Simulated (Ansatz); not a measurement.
GaN (P6_3mc), computed twice by G0W0.

The database entry behind the starting cell has ideal inner coordinates that were not refined, so it need not match the best structure at ambient conditions.

```xyz
4
Lattice="3.1900 0.0000 0.0000 -1.5950 2.7626 0.0000 0.0000 0.0000 5.1890" Properties=species:S:1:pos:R:3 pbc="T T T"
Ga    1.5950    0.9209    0.0000
Ga    0.0000    1.8417    2.5945
N     1.5950    0.9209    1.9459
N     0.0000    1.8417    4.5404
```

The cell and positions come from the Crystallography Open Database and are kept as given unless a step says otherwise.

The first (Ansatz 0.2.0; start PBE with 10 % screened exact exchange, 9×9×4 mesh, 190 empty bands, screening to 150 eV, PAW set soft_1 files; 1 × NVIDIA H100 80GB HBM3 (shared by 3 runs) with 4 threads of AMD EPYC 7R13 (Zen 3), shared host) gave, on its mesh: starting gap 2.38 eV, G0W0 gap 3.28 eV, RPA ε∞ (mean) 5.09, 75 s.

The second changes start from PBE with 10 % screened exact exchange to PBE with 60 % screened exact exchange. What does it give?

It gave: starting gap 5.10 eV, G0W0 gap 4.40 eV, RPA ε∞ (mean) 3.51, 53 s. The G0W0 gap moves by +1.12 eV, +2.73 eV from the start and −1.61 eV from the correction. Σc changes by −0.44 eV at the valence top and +0.07 eV at the conduction bottom, and Σx − Vxc between them by −2.11 eV.

Limits: not at the basis limit; no spin-orbit coupling.

[Paths, hosts, dates, memory and timing lines, banners, echoed tables and standing remarks are left out of the program output.]

[Logs are printed without paths, hosts, clocks, repeated set-up lines and the standing remarks that a program may print on its own settings, such as how far it seeks lower states.]

[Runs of the session that timed out or met a known fault of the program may be left out.]

[Cells called generated may have been cut or substituted from an entry of the Crystallography Open Database or the Materials Project.]

[Hosts, paths, dates, database ids (printed as entryN), source tags and the programs' standing remarks are cut or masked in the printed files.]
